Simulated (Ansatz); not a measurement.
## Al3Cu2 (P-3m1): electronic heat capacity and spin susceptibility from the density of states

Method: Ansatz, DFT PBEsol, scalar-relativistic, plane waves, PAW.

Settings: cutoff 420 eV, Γ-centred mesh 12×12×8 on the computed 5-atom cell, Gaussian smearing of 0.10 eV; no spin polarisation.

Relaxed cell: P-3m1, a = 4.099 Å, b = 4.099 Å, c = 4.982 Å, α = 90.00°, β = 90.00°, γ = 120.00°, 5 atoms in the primitive cell. Whether it is the stable form of this composition wasn't checked.

The density of states at the Fermi level is 1.134 states/eV in the cell of 5 atoms (1 formula unit; both spins, tetrahedra on a 18×18×12 mesh).

Task: What Sommerfeld coefficient and Pauli susceptibility does this give?

Result: Per formula unit N(E_F) = 1.134 states/eV. γ = (π²/3) k_B² N(E_F) N_A = 2.357 mJ/(mol K²) per state/eV, so γ = 2.7 mJ/(mol K²), a mole of formula units. χ_P = μ_B² N(E_F) N_A = 3.23×10⁻⁵ emu/mol per state/eV gives 3.7×10⁻⁵ emu/mol. This is the bare band result: a measured γ of the same phase is as a rule larger by a factor 1 + λ from phonons and spin fluctuations, the spin part of χ is larger by the Stoner factor, and a measured χ also holds orbital and core terms. N(E_F) at one energy is sensitive to the mesh where the density of states has sharp peaks.